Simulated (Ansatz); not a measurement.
# MgO (F-43m) in Ansatz: equation of state

How stiff is MgO in PBE, and what volume does it want? The cell is scaled to several volumes.

Program: Ansatz 0.2.0. These are calculated values, not measurements. Logs are shortened: lines on timing, memory, paths and dates and some standing lists are left out, and cuts for length are marked.

## 1. The structure

Symmetry: F-43m, No. 216, cubic system. The conventional cell has a = 4.612 Å, b = 4.612 Å, c = 4.612 Å, α = 90.00°, β = 90.00°, γ = 90.00°. Mg (site symmetry -43m) is surrounded by 4 O at 2.00 Å. Around O (site symmetry -43m) lie 4 Mg at 2.00 Å.

The cell was built by a generator and needn't be a form met in nature.

## 2. Single point, PBE, 11.53 Å³/atom (volume scaled by 0.94)

File input.yaml:

```yaml
crystal:
  lattice:
    - [0.0, 2.2590823005, 2.2590823005]
    - [2.2590823005, 0.0, 2.2590823005]
    - [2.2590823005, 2.2590823005, 0.0]
  atoms:
    - { symbol: Mg, position: [0.5, 0.5, 0.5] }
    - { symbol: O, position: [0.75, 0.75, 0.75] }
hamiltonian:
  xc: pbe
  pseudopotentials: { kind: paw }
kpoints:
  mp_grid: { grid: [10, 10, 10] }
scf:
  occupations: { method: fermi_dirac, width: 0.05 }
output:
  forces: true
  stress: true
  eigenvalues: true
  write_density: true
  write_potential: true
  elf: true
  volumetric_format: npy
```

Potentials or basis: Ansatz PAW.

Launch:

```sh
ansatz run input.yaml --threads 2 --pin off --max-ram 5632MiB --backend cpu --events-out ev --progress --plain --runs-dir out
```

The log of the run:

```text
Warning: RAYON_NUM_THREADS=2 ignored (pool sized by the plan → 2); use --threads N
Engine: ansatz 0.2.0, x86_64-unknown-linux-gnu
Pseudopotentials: kind: paw
Pseudopotential: Mg, paw, valence charge 10, recommended cutoff 420 eV (normal), Mg.paw.azcp
Pseudopotential: O, paw, valence charge 6, recommended cutoff 420 eV (normal), O.paw.azcp
Functional definition: PBE
  parameter kappa = 0.804
  parameter beta = 0.06672455060314922
  exchange = pbe_x(kappa = kappa, mu = beta*pi^2/3)
  correlation = pbe_c(beta = beta)
Crystal: 2 atoms, lattice volume = 23.058 Å³
Basis set: ecut = 420 eV, 459 PW (Γ), exchange–correlation on 48×48×48 points (8 copies of the dense FFT grid, shifted against one another)
Bands: 12, of which v1, the nominal top of the filled ones, is band 8 counted from 1 (7 counted from 0)
Symmetry: 24 space group operations
Space group: F-43m (ITA 216), of the structure as read, at distance tolerance 2.8e-5 Å
k-points: 47 of 1000 (time reversal used)
Non-local potential: Mg, projectors of the file, l = 0: 3, l = 1: 2, l = 2: 1
Non-local potential: O, projectors of the file, l = 0: 2, l = 1: 2, l = 2: 1
PAW form: soft (Blöchl's): semilocal exchange-correlation on the pseudo side does not see the compensation charge
PAW one-centre angular grid: Mg, 110 points (default); XC on 64 Gauss nodes
PAW one-centre angular grid: O, 110 points (default); XC on 64 Gauss nodes
Initial density: superposition of atomic densities (neutral atoms: chi_scale 0, normalization atom), corrected by the library's trained network
Initial wavefunctions: pseudopotential atomic-orbital guess
Functional: x = pbe(κ = 0.804, μ = 0.2195149727645171), c = pbe(β = 0.06672455060314922)
SCF iter   1: F=—  HF=-2493.902785 eV  |F-HF|=—  |Δ(HF+E_count)|=         —  Δρ=1.41e-3  dr2=4.06e-4  ethr=1.77e-3  ⟨swp⟩=5.9  Hψ=3467  notcnv=0
preconditioner: auto → none  [insulator: Δε(μ)=3.816 eV  Ē_g=17.068 eV  σ=0.050 eV  W_gap=1.00  n_scr=8 (ndim 8)  ℏωp=21.9 eV  f_vac=0.006  D(μ)=0.00/eV (n_scr^D=0)  ε∞_Penn≈2.6]
SCF iter   2: F=—  HF=-2493.902630 eV  |F-HF|=—  |Δ(HF+E_count)|=   1.55e-4  Δρ=5.63e-4  dr2=6.43e-5  ethr=2.54e-6  ⟨swp⟩=2.7  Hψ=1266  notcnv=0
SCF iter   3: F=—  HF=-2493.902666 eV  |F-HF|=—  |Δ(HF+E_count)|=   3.56e-5  Δρ=1.51e-4  dr2=3.22e-6  ethr=4.02e-7  ⟨swp⟩=2.9  Hψ=924  notcnv=0
SCF iter   4: F=—  HF=-2493.902666 eV  |F-HF|=—  |Δ(HF+E_count)|=   5.98e-7  Δρ=4.23e-5  dr2=2.32e-7  ethr=2.01e-8  ⟨swp⟩=2.0  Hψ=851  notcnv=0
iter 5 did not close the SCF: its close was put off for the readings that it lacked (scf_convergence_deferred on its scf_iter line)
SCF iter   5: F=-2493.902667 eV  HF=-2493.902667 eV  |F-HF|=3.26e-9  |Δ(HF+E_count)|=   3.23e-7  Δρ=3.82e-6  dr2=1.66e-9  ethr=1.45e-9  ⟨swp⟩=2.0  Hψ=938  notcnv=0
SCF iter   6: F=-2493.902667 eV  HF=-2493.902667 eV  |F-HF|=3.41e-11  |Δ(HF+E_count)|=   2.29e-9  Δρ=5.36e-7  dr2=2.95e-11  ethr=1.04e-11  ⟨swp⟩=4.7  Hψ=2833  notcnv=0
SCF 1 converged in 6 iterations: F = -2493.902667 eV  dr2 = 2.95e-11
SCF converged after 6 iterations
Free energy (F): -2493.902667 eV
Harris-Foulkes:  -2493.902667 eV  (|F-HF|=3.41e-11)
Internal energy: -2493.902667 eV  (E = F + TS)
E sigma→0 (E₀):  -2493.902667 eV
Fermi energy:    6.978572 eV
--- Per-component energies (eV) ---
  E_band       = -329.860706
  E_kinetic    = 255.052701
  E_local      = -1849.059414  (includes V_loc(G=0)·N_el)
  E_nonlocal   = 143.155365
  E_hartree    = 658.490024
  E_xc         = -104.814611
  E_vxc        = -134.235790  (∫ρ·V_xc dr)
  E_paw        = -449.749706  (= ΣΔE_a)
  E_vpaw       = -61.756279  (= ΣTr[D̂ρ^β])
  E_aug_tail   = 0.002444  (compensation charges beyond the density's cutoff)
  E_ewald      = -1146.979469
  E_smearing   = -0.000000  (= −TS)
  E_closure    = 0.000000  (closes the sum)
  Σ components = -2493.902667   (vs F -2493.902667, Δ=0.00e0)
--- Forces (eV/Å), atoms counted from 1 ---
  atom   1  Mg     0.00000000    -0.00000000    -0.00000000
  atom   2  O     -0.00000000     0.00000000    -0.00000000
  max |Σ_I F_I| component: 2.13e-16 eV/Å
--- Stress (GPa, compression-positive) ---
        8.016348       0.000000      -0.000000
        0.000000       8.016348       0.000000
       -0.000000       0.000000       8.016348
  P = ⅓ Tr σ = 8.0163 GPa (80.163 kbar)
--- Band table (eV; the first three rows and the last of 47) ---
  k-point 0: bands = ["-66.4304", "-33.1721", "-33.1721", "-33.1721", "-11.0227", "4.9606", "4.9606", "4.9606", "8.7917", "22.1427", "22.1427", "22.1427"]
  k-point 1: bands = ["-66.4300", "-33.1767", "-33.1727", "-33.1727", "-10.9570", "4.4826", "4.9428", "4.9428", "9.3512", "21.2162", "22.1212", "22.1212"]
  k-point 2: bands = ["-66.4291", "-33.1890", "-33.1744", "-33.1744", "-10.7808", "3.5517", "4.8965", "4.8965", "10.5225", "19.3950", "21.5226", "21.5226"]
  k-point 46: bands = ["-66.4255", "-33.2125", "-33.1969", "-33.1890", "-10.0608", "2.9428", "3.5280", "3.9311", "12.6120", "16.7337", "19.3247", "19.4756"]
```

It took 2.3 s on 2 threads of Intel Xeon at 2.50GHz (Skylake/Cascade Lake), shared host; peak memory 0.3 GiB.

Results:

```
Free energy            : -2493.9027 eV
Pressure               : 8.0 GPa
Band gap on the k mesh : 3.83 eV, direct
```

Caveat: the pressure holds a Pulay correction of +0.5 GPa for the finite cutoff.

## 3. Single point, PBE, 11.77 Å³/atom (volume scaled by 0.96)

File input.yaml:

```yaml
crystal:
  lattice:
    - [0.0, 2.2749918549, 2.2749918549]
    - [2.2749918549, 0.0, 2.2749918549]
    - [2.2749918549, 2.2749918549, 0.0]
  atoms:
    - { symbol: Mg, position: [0.5, 0.5, 0.5] }
    - { symbol: O, position: [0.75, 0.75, 0.75] }
hamiltonian:
  xc: pbe
  pseudopotentials: { kind: paw }
kpoints:
  mp_grid: { grid: [10, 10, 10] }
scf:
  occupations: { method: fermi_dirac, width: 0.05 }
output:
  forces: true
  stress: true
  eigenvalues: true
```

Potentials or basis: Ansatz PAW.

Launch:

```sh
ansatz run input.yaml --threads 2 --pin off --max-ram 5632MiB --backend cpu --events-out ev --progress --plain --runs-dir out
```

Run time: 1.8 s. Hardware: 2 threads of Intel Xeon at 2.50GHz (Skylake/Cascade Lake), shared host; peak memory 0.3 GiB.

Results (log left out):

- Free energy: -2493.9226 eV
- Pressure: 5.1 GPa
- Band gap on the k mesh: 3.71 eV, direct

Caveat: the pressure holds a Pulay correction of +0.5 GPa for the finite cutoff.

## 4. Single point, PBE, 12.02 Å³/atom (volume scaled by 0.98)

Changes to input.yaml since step 3:

```diff
@@ -2,5 +2,5 @@
   lattice:
-    - [0.0, 2.2749918549, 2.2749918549]
-    - [2.2749918549, 0.0, 2.2749918549]
-    - [2.2749918549, 2.2749918549, 0.0]
+    - [0.0, 2.2906819497, 2.2906819497]
+    - [2.2906819497, 0.0, 2.2906819497]
+    - [2.2906819497, 2.2906819497, 0.0]
   atoms:
```

Launch:

```sh
ansatz run input.yaml --threads 2 --pin off --max-ram 5632MiB --backend cpu --events-out ev --progress --plain --runs-dir out
```

It took 2 s on 2 threads of Intel Xeon at 2.50GHz (Skylake/Cascade Lake), shared host; peak memory 0.3 GiB.

The run converged. Its results:

| Item | Value |
| --- | --- |
| Free energy | -2493.9339 eV |
| Pressure | 2.4 GPa |
| Band gap on the k mesh | 3.59 eV, direct |

Caveat: the pressure holds a Pulay correction of +0.5 GPa for the finite cutoff.

## 5. Single point, PBE, 12.27 Å³/atom

Changes to input.yaml since step 4:

```diff
@@ -2,5 +2,5 @@
   lattice:
-    - [0.0, 2.2906819497, 2.2906819497]
-    - [2.2906819497, 0.0, 2.2906819497]
-    - [2.2906819497, 2.2906819497, 0.0]
+    - [0.0, 2.30616, 2.30616]
+    - [2.30616, 0.0, 2.30616]
+    - [2.30616, 2.30616, 0.0]
   atoms:
```

Launch:

```sh
ansatz run input.yaml --threads 2 --pin off --max-ram 5632MiB --backend cpu --events-out ev --progress --plain --runs-dir out
```

Wall time 2.1 s (2 threads of Intel Xeon at 2.50GHz (Skylake/Cascade Lake), shared host); peak memory 0.3 GiB.

It converged, with:

```
Free energy            : -2493.9377 eV
Pressure               : 0.0 GPa
Band gap on the k mesh : 3.48 eV, direct
```

Caveat: the pressure holds a Pulay correction of +0.5 GPa for the finite cutoff.

## 6. Single point, PBE, 12.51 Å³/atom (volume scaled by 1.02)

Changes to input.yaml since step 5:

```diff
@@ -2,5 +2,5 @@
   lattice:
-    - [0.0, 2.30616, 2.30616]
-    - [2.30616, 0.0, 2.30616]
-    - [2.30616, 2.30616, 0.0]
+    - [0.0, 2.3214330279, 2.3214330279]
+    - [2.3214330279, 0.0, 2.3214330279]
+    - [2.3214330279, 2.3214330279, 0.0]
   atoms:
```

Potentials or basis: Ansatz PAW.

Launch:

```sh
ansatz run input.yaml --threads 2 --pin off --max-ram 5632MiB --backend cpu --events-out ev --progress --plain --runs-dir out
```

It took 2 s on 2 threads of Intel Xeon at 2.50GHz (Skylake/Cascade Lake), shared host; peak memory 0.3 GiB.

Results (log left out):

```
Free energy            : -2493.9342 eV
Pressure               : -2.2 GPa
Band gap on the k mesh : 3.37 eV, direct
```

Caveat: the pressure holds a Pulay correction of +0.4 GPa for the finite cutoff.

## 7. Single point, PBE, 12.76 Å³/atom (volume scaled by 1.04)

Changes to input.yaml since step 6:

```diff
@@ -2,5 +2,5 @@
   lattice:
-    - [0.0, 2.3214330279, 2.3214330279]
-    - [2.3214330279, 0.0, 2.3214330279]
-    - [2.3214330279, 2.3214330279, 0.0]
+    - [0.0, 2.3365076907, 2.3365076907]
+    - [2.3365076907, 0.0, 2.3365076907]
+    - [2.3365076907, 2.3365076907, 0.0]
   atoms:
```

Launch:

```sh
ansatz run input.yaml --threads 2 --pin off --max-ram 5632MiB --backend cpu --events-out ev --progress --plain --runs-dir out
```

Wall time 2.1 s (2 threads of Intel Xeon at 2.50GHz (Skylake/Cascade Lake), shared host); peak memory 0.3 GiB.

The run converged. Its results:

```
Free energy            : -2493.9245 eV
Pressure               : -4.1 GPa
Band gap on the k mesh : 3.27 eV, direct
```

Caveat: the pressure holds a Pulay correction of +0.4 GPa for the finite cutoff.

## 8. Single point, PBE, 13.00 Å³/atom (volume scaled by 1.06)

Changes to input.yaml since step 7:

```diff
@@ -2,5 +2,5 @@
   lattice:
-    - [0.0, 2.3365076907, 2.3365076907]
-    - [2.3365076907, 0.0, 2.3365076907]
-    - [2.3365076907, 2.3365076907, 0.0]
+    - [0.0, 2.3513903066, 2.3513903066]
+    - [2.3513903066, 0.0, 2.3513903066]
+    - [2.3513903066, 2.3513903066, 0.0]
   atoms:
@@ -19 +19,5 @@
   eigenvalues: true
+  write_density: true
+  write_potential: true
+  elf: true
+  volumetric_format: npy
```

Launch:

```sh
ansatz run input.yaml --threads 2 --pin off --max-ram 5632MiB --backend cpu --events-out ev --progress --plain --runs-dir out
```

It took 2.7 s on 2 threads of Intel Xeon at 2.50GHz (Skylake/Cascade Lake), shared host; peak memory 0.3 GiB.

The run converged. Its results:

* Free energy: -2493.9091 eV
* Pressure: -5.9 GPa
* Band gap on the k mesh: 3.17 eV, direct

Caveat: the pressure holds a Pulay correction of +0.4 GPa for the finite cutoff.

## 9. Equation of state, PBE

Potentials or basis: Ansatz PAW.

This step only gathers the single runs of the series.

What came out:

```
Equilibrium volume                      : 12.27 Å³/atom
Bulk modulus                            : 114 GPa
Pressure derivative of the bulk modulus : 4.0
```

Energy against volume, from the lowest point:
```csv
volume (Å³/atom),energy (meV/atom)
11.529,17.52
11.774,7.56
12.020,1.89
12.265,0.00
12.510,1.76
12.756,6.61
13.001,14.33
```
